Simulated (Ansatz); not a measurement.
# Nb (Fm-3m) in Ansatz: convergence with xc grid

Aim: find how far xc grid must go before the results for Nb settle, at PBEsol. This setting moves, with any that are tied to it; all else stays.

Program: Ansatz 0.2.0. These are calculated values, not measurements. Logs are shortened: lines on timing, memory, paths and dates and some standing lists are left out, and cuts for length are marked.

### Step 1. The structure

Symmetry: Fm-3m, No. 225, cubic system. The conventional cell has a = 4.230 Å, b = 4.230 Å, c = 4.230 Å, α = 90.00°, β = 90.00°, γ = 90.00°. Nb (site symmetry m-3m) has 12 Nb at 2.99 Å as nearest neighbours.

This isn't the form of Nb at room conditions, which is bcc.

### Step 2. With xc grid 1

File input.yaml:

```yaml
crystal:
  lattice:
    - [0.0, 2.115, 2.115]
    - [2.115, 0.0, 2.115]
    - [2.115, 2.115, 0.0]
  atoms:
    - { symbol: Nb, position: [0.0, 0.0, 0.0] }
kpoints:
  mp_grid: { grid: [11, 11, 11] }
scf:
  occupations: { method: fermi_dirac, width: 0.05 }
hamiltonian:
  xc: pbesol
  pseudopotentials: { kind: all_electron, lapw: { basis_error: 0.001 } }
output:
  forces: true
  stress: true
  eigenvalues: true
basis:
  xc_grid: 1
```

Potentials or basis: all-electron LAPW, scalar-relativistic.

The run is started by

```console
$ ansatz run input.yaml --threads 1 --pin off --max-ram 3072MiB --backend cpu --events-out ev --progress --plain --runs-dir out
```

Wall time 3.2 s (1 thread of Arm Neoverse V2, shared host); peak memory 0.24 GiB.

What came out:

```yaml
Free_energy: -103888.5470 eV
Pressure: -7.4 GPa
Band_gap_on_the_k_mesh: none (metal or under the smearing width)
```

### Step 3. With xc grid 2

input.yaml, as its differences from that of step 2:

```diff
@@ -19,2 +19,2 @@
 basis:
-  xc_grid: 1
+  xc_grid: 2
```

Potentials or basis: all-electron LAPW, scalar-relativistic.

The run is started by

```console
$ ansatz run input.yaml --threads 1 --pin off --max-ram 3072MiB --backend cpu --events-out ev --progress --plain --runs-dir out
```

Wall time 3.2 s (1 thread of Arm Neoverse V2, shared host); peak memory 0.24 GiB.

Results:

* Free energy: -103888.5470 eV
* Pressure: -7.4 GPa
* Band gap on the k mesh: none (metal or under the smearing width)

### Step 4. With xc grid 3

input.yaml, as its differences from that of step 3:

```diff
@@ -19,2 +19,2 @@
 basis:
-  xc_grid: 2
+  xc_grid: 3
```

The run is started by

```console
$ ansatz run input.yaml --threads 1 --pin off --max-ram 3072MiB --backend cpu --events-out ev --progress --plain --runs-dir out
```

It took 3.2 s on 1 thread of Arm Neoverse V2, shared host; peak memory 0.24 GiB.

The run converged. Its results:

| Property | Result |
| --- | --- |
| Free energy | -103888.5470 eV |
| Pressure | -7.4 GPa |
| Band gap on the k mesh | none (metal or under the smearing width) |

### Step 5. With xc grid 4

input.yaml, as its differences from that of step 4:

```diff
@@ -19,2 +19,2 @@
 basis:
-  xc_grid: 3
+  xc_grid: 4
```

Potentials or basis: all-electron LAPW, scalar-relativistic.

The run is started by

```console
$ ansatz run input.yaml --threads 1 --pin off --max-ram 3072MiB --backend cpu --events-out ev --progress --plain --runs-dir out
```

The program printed:

```text
Warning: RAYON_NUM_THREADS=1 ignored (pool sized by the plan → 1); use --threads N
LAPW: plane waves up to 7.252 Å⁻¹, error target 1.0e-3 eV per atom; small_component_spin mean_spin; Nb in spheres of 1.496 Å, 23 of its electrons in bands, Dirac shells [] (how accurate: hamiltonian.pseudopotentials.lapw.basis_error, Limitations)
Engine: ansatz 0.2.0, aarch64-unknown-linux-gnu
Pseudopotentials: kind: all_electron
Pseudopotential: Nb, LAPW, valence charge 23, lapw/all_electron/scalar/gaussian/Nb, Koelling and Harmon's equation, gaussian nucleus
Functional definition: PBEsol
  exchange = pbesol_x
  correlation = pbesol_c
Crystal: 1 atoms, lattice volume = 18.922 Å³
Basis set: ecut = 200.35132845400244 eV, 113 PW (Γ), exchange–correlation at level 4
Bands: 16, of which v1, the nominal top of the filled ones, is band 12 counted from 1 (11 counted from 0)
Symmetry: 48 space group operations
Space group: Fm-3m (ITA 225), of the structure as read, at distance tolerance 2.7e-5 Å
k-points: 56 of 1331
Non-local potential: Nb, projectors of the file, none
Initial density: superposition of atomic densities (chi_scale 0.1, normalization cell)
Initial wavefunctions: plane waves of lowest kinetic energy (no species holds an atomic orbital)
Functional: x = pbesol(κ = 0.804, μ = 0.12345679012345678), c = pbesol(β = 0.046)
iter 1 solved again at ethr=7.91e-4 eV; its pass at ethr=1.00e-1 eV (dr2=1.82e-1 eV) is discarded
SCF iter   1: F=—  HF=-103889.091217 eV  |F-HF|=—  |Δ(HF+E_count)|=         —  Δρ=3.88e-2  dr2=1.83e-1  ethr=7.91e-4  ⟨swp⟩=2.7  Hψ=5874  notcnv=0
preconditioner: auto → none  [metal: Δε(μ)=0.033 eV  Ē_g=7.407 eV  σ=0.050 eV  W_gap=0.16  n_scr=8 (ndim 8)  ℏωp=19.1 eV  f_vac=0.000  D(μ)=1.60/eV (n_scr^D=14)  sad-step TF]
SCF iter   2: F=—  HF=-103888.568964 eV  |F-HF|=—  |Δ(HF+E_count)|=   5.22e-1  Δρ=1.64e-2  dr2=3.87e-2  ethr=7.91e-4  ⟨swp⟩=2.4  Hψ=2821  notcnv=0
SCF iter   3: F=—  HF=-103888.547833 eV  |F-HF|=—  |Δ(HF+E_count)|=         —  Δρ=5.95e-3  dr2=5.49e-3  ethr=1.68e-4  ⟨swp⟩=2.0  Hψ=2569  notcnv=0  defer=1
the basis was enlarged: its passes take 240.7 KiB over the memory plan, 1 of 1 planned eigensolver slots
iter 4 solved again at ethr=3.02e-7 eV; its pass at ethr=2.38e-5 eV (dr2=6.95e-5 eV) is discarded
SCF iter   4: F=—  HF=-103888.547044 eV  |F-HF|=—  |Δ(HF+E_count)|=   7.90e-4  Δρ=6.33e-4  dr2=6.94e-5  ethr=3.02e-7  ⟨swp⟩=2.0  Hψ=4366  notcnv=0
SCF iter   5: F=—  HF=-103888.547031 eV  |F-HF|=—  |Δ(HF+E_count)|=   1.28e-5  Δρ=3.81e-5  dr2=2.74e-7  ethr=3.02e-7  ⟨swp⟩=2.0  Hψ=2574  notcnv=0
SCF iter   6: F=-103888.547031 eV  HF=-103888.547031 eV  |F-HF|=7.86e-10  |Δ(HF+E_count)|=   3.23e-8  Δρ=8.59e-7  dr2=4.58e-11  ethr=1.19e-9  ⟨swp⟩=2.0  Hψ=2576  notcnv=0
SCF 1 converged in 6 iterations: F = -103888.547031 eV  dr2 = 4.58e-11
SCF converged after 6 iterations
Free energy (F): -103888.547031 eV
Harris-Foulkes:  -103888.547031 eV  (|F-HF|=7.86e-10)
Internal energy: -103888.535240 eV  (E = F + TS)
E sigma→0 (E₀):  -103888.541135 eV
Entropy (-TS):   -0.011792 eV (-11.792 meV/atom)
Fermi energy:    19.072688 eV
--- Per-component energies (eV) ---
  E_band       = -1789.325074
  E_kinetic    = 107470.051885
  E_xc         = -3181.559267
  E_electrostatic = -208177.027857  (all electrons and nuclei)
  E_smearing   = -0.011792  (= −TS)
  E_closure    = 0.000000  (closes the sum)
  E_atoms      = -103878.004289  (free atoms, spherical and without spin; not in F)
  Σ components = -103888.547031   (vs F -103888.547031, Δ=0.00e0)
  Basis errors (estimates in eV, not in F): energy 2.0e-4 per atom: plane waves 1.6e-4 (8.2e-5 summed), levels above the bands 9.8e-97, relativity 2.0e-8, radial functions 4.0e-5, core shells 1.1e-6; eigenvalues (radial functions only) 2.9e-6; not estimated: angular momenta, meshes, grids; target (lapw.basis_error) 1.0e-3; muffin-tin radii Nb 1.496 Å
--- Forces (eV/Å), atoms counted from 1 ---
  atom   1  Nb    -0.00000000    -0.00000000     0.00000000
  max |Σ_I F_I| component: 6.57e-32 eV/Å
--- Stress (GPa, compression-positive) ---
       -7.391379      -0.000000       0.000000
       -0.000000      -7.391379      -0.000000
        0.000000      -0.000000      -7.391379
  P = ⅓ Tr σ = -7.3914 GPa (-73.914 kbar)
--- Band table (eV; the first three rows and the last of 56) ---
  k-point 0: bands = ["-173.4613", "-173.4613", "-173.4467", "-173.4467", "-173.4467", "-35.6125", "-11.0487", "-11.0487", "-11.0487", "12.8511", "19.1631", "19.1631", "19.1631", "21.7285", "21.7285", "30.8045"]
  k-point 1: bands = ["-173.4613", "-173.4613", "-173.4467", "-173.4467", "-173.4467", "-35.5978", "-11.1475", "-11.0610", "-11.0610", "13.1526", "18.9365", "19.2982", "19.2982", "21.6131", "21.6131", "31.3977"]
  k-point 2: bands = ["-173.4613", "-173.4613", "-173.4467", "-173.4467", "-173.4467", "-35.5579", "-11.4071", "-11.0937", "-11.0937", "13.9479", "18.4997", "19.5363", "19.5363", "21.5187", "21.5187", "32.1827"]
  k-point 55: bands = ["-173.4613", "-173.4613", "-173.4467", "-173.4467", "-173.4467", "-35.3625", "-11.8490", "-11.7863", "-11.4574", "16.4506", "17.5537", "18.3359", "21.0079", "24.0256", "28.3647", "28.9735"]
```

It took 3.2 s on 1 thread of Arm Neoverse V2, shared host; peak memory 0.24 GiB.

Results:

- Free energy: -103888.5470 eV
- Pressure: -7.4 GPa
- Band gap on the k mesh: none (metal or under the smearing width)

### Step 6. The series at a glance

| xc grid | energy less the tightest run, at zero smearing (meV/atom) | SCF cycles | CPU time (s) | peak memory (GiB) |
| --- | --- | --- | --- | --- |
| 1 | 0.00 | 6 | 3.2 | 0.24 |
| 2 | 0.00 | 6 | 3.2 | 0.24 |
| 3 | 0.00 | 6 | 3.2 | 0.24 |
| 4 | 0.00 | 6 | 3.2 | 0.24 |

Against the tightest run, the energy stays within 1 meV/atom from 1 on. The tightest run that finished is the yardstick and may itself not be fully converged.
